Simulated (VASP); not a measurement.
Crystal: PtSe2.

```xyz
6
Lattice="5.8196 0.0000 0.0000 0.0000 5.8196 0.0000 0.0000 0.0000 3.8410" Properties=species:S:1:pos:R:3 pbc="T T T"
Pt    0.0000    0.0000    0.0000
Pt    2.9098    2.9098    1.9205
Se    1.7750    1.7750    0.0000
Se    4.0447    4.0447    0.0000
Se    4.6848    1.1348    1.9205
Se    1.1348    4.6848    1.9205
```

Measurements of this composition are mostly on another form, of space group No. 164.

The cell isn't the ideal one: cell and atoms relaxed from a first guess.

* Program: VASP 6.6.1
* Task: relaxation of cell and atoms
* Functional: PBE
* Potentials or basis: VASP PAW PBE potentials, release 64 (Pt, Se)
* Cutoff: 600 eV
* k mesh: 5 × 5 × 8
* Occupations: fermi-dirac, width 0.05 eV
* Spin: no spin polarisation

At the start: pressure 4.4 GPa; volume 21.68 Å³/atom.

**Question.** Where does the relaxation end?

**Answer.** Over 10 steps the energy falls by 23.3 meV/atom and the volume is 22.41 Å³/atom (+3.4 %); space group P4_2/mnm (No. 136, to 0.05 Å).

The path:
```tsv
step	energy change (eV)	largest force (eV/Å)	pressure (GPa)	volume (Å³)
1	0.0000	0.1327	4.38	130.09
2	-0.0128	0.3636	-4.35	141.53
3	-0.0942	0.2787	-0.57	135.80
4	-0.1196	0.2056	-0.41	135.33
5	-0.1392	0.0423	-0.04	134.33
6	-0.1393	0.0554	-0.06	134.41
7	-0.1399	0.0030	0.20	134.19
8	-0.1399	0.0121	0.15	134.23
9	-0.1400	0.0059	-0.09	134.65
10	-0.1401	0.0019	0.01	134.48
```

Final structure:
```yaml
crystal:
  lattice:
    - [5.78224, 0.00000, 0.00000]
    - [0.00000, 5.78224, 0.00000]
    - [0.00000, 0.00000, 4.02209]
  atoms:
    - { symbol: Pt, position: [0.00000, 0.00000, 0.00000] }
    - { symbol: Pt, position: [0.50000, 0.50000, 0.50000] }
    - { symbol: Se, position: [0.31030, 0.31030, 0.00000] }
    - { symbol: Se, position: [0.68970, 0.68970, 0.00000] }
    - { symbol: Se, position: [0.81030, 0.18970, 0.50000] }
    - { symbol: Se, position: [0.18970, 0.81030, 0.50000] }
```
